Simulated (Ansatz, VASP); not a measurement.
Two plane-wave programs on AlN

Contents of INCAR:

```
SYSTEM = AlN
  PREC = Accurate
  ENCUT = 600
  EDIFF = 1E-6
  ISMEAR = 0
  SIGMA = 0.1
  LREAL = .FALSE.
  LASPH = .TRUE.
  NELM = 60
  ALGO = Normal
  ISIF = 3
  LWAVE = .FALSE.
  LCHARG = .FALSE.
  GGA = PE
  IBRION = 2
  NSW = 90
  EDIFFG = -0.04
```

KPOINTS

```
Automatic mesh
0
G
  8 8 8
  0 0 0
```

Contents of POSCAR:

```
AlN
1.0
    0.0000000000      1.9780000400      1.9780000400
    1.9780000400      0.0000000000      1.9780000400
    1.9780000400      1.9780000400      0.0000000000
Al N
1 1
Direct
    0.0000000000      0.0000000000      0.0000000000
    0.5000000000      0.5000000000      0.5000000000
```

Input for Ansatz:

```yaml
crystal:
  lattice:
    - [0.0, 1.97800004, 1.97800004]
    - [1.97800004, 0.0, 1.97800004]
    - [1.97800004, 1.97800004, 0.0]
  atoms:
    - { symbol: Al, position: [0.0, 0.0, 0.0] }
    - { symbol: "N", position: [0.5, 0.5, 0.5] }
basis:
  ecutwfc: 420
kpoints:
  mp_grid: { grid: [8, 8, 8] }
hamiltonian:
  xc: pbe
scf:
  occupations: { method: gaussian, width: 0.1 }
  lower_state_search: "off"
output:
  forces: true
  stress: true
  eigenvalues: true
relax:
  adjacent_minimum: "off"
  f_tol: 0.04
  max_steps: 70
  cell: { stress_tol: 0.4 }
```

Alike in both runs: task relaxation of cell and atoms; functional PBE; k mesh 8 × 8 × 8; occupations gaussian, width 0.1 eV; no spin polarisation.

```csv
,VASP,Ansatz
version,VASP 6.6.1,Ansatz 0.2.0
potentials or method,"VASP PAW PBE potentials, release 64 (Al, N)","scalar-relativistic, plane waves, PAW"
plane-wave cutoff (eV),600,420
valence electrons in the cell,8,8
```

```csv
,VASP,Ansatz,Ansatz less VASP
"gap on the k mesh at the Fermi level, each at its own relaxed structure (eV)",4.42,4.44,+0.020
relaxed volume (Å³/atom),8.43,8.43,+0.001
relaxed cell length with the largest relative difference (Å),2.878,2.878,+0.0001
energy change over the relaxation (meV/atom),-50,-51,-1.8
```

A k mesh can miss the band edges. Zero-point motion and thermal expansion aren't in these numbers. PBE usually gives volumes a little too large and moduli too small.
